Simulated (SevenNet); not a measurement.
**α-quartz-type GeO₂ (metastable phase)**

Method: the machine-learned potential SevenNet-0 (trained on PBE and PBE+U data).

Cell: relaxed at this level.

| Quantity | Result |
|---|---|
| lattice constant a | 5.081 Å |
| lattice parameter c | 5.764 Å |
| bulk modulus | 33.8 GPa |
| elastic constant C11 | 56.0 GPa |
| elastic constant C12 | 15.7 GPa |
| elastic constant C13 | 21.8 GPa |
| elastic constant C33 | 93.4 GPa |
| elastic constant C44 | 32.3 GPa |
| elastic constant C66 | 19.8 GPa |

Measured, for comparison: lattice constant a 4.987 Å, lattice parameter c 5.652 Å (temperature not stated, no zero-point or thermal correction; as tabulated in Saito and Ono (2011), arXiv:1008.4998); elastic constant C11 66.4 GPa, elastic constant C12 21.3 GPa, elastic constant C13 32 GPa, elastic constant C33 118 GPa, elastic constant C44 36.8 GPa, elastic constant C66 22.5 GPa (temperature not stated, no zero-point or thermal correction; as tabulated in Sevik and Bulutay (2007), arXiv:cond-mat/0610176). Computed (rounded) less measured: lattice constant a +1.9 %, lattice parameter c +2.0 %, elastic constant C11 -16 %, elastic constant C12 -26 %, elastic constant C13 -32 %, elastic constant C33 -21 %, elastic constant C44 -12 %, elastic constant C66 -12 %.

A machine-learned potential is trained on density-functional data: it inherits that level's misses and adds fitting errors of its own.

Note: the model gives imaginary modes for this phase (in the spectrum interpolated from a supercell); this model's volume lies 6 % above that of the starting cell (a measured, published or database cell).

Elastic constants are with the ions relaxed.
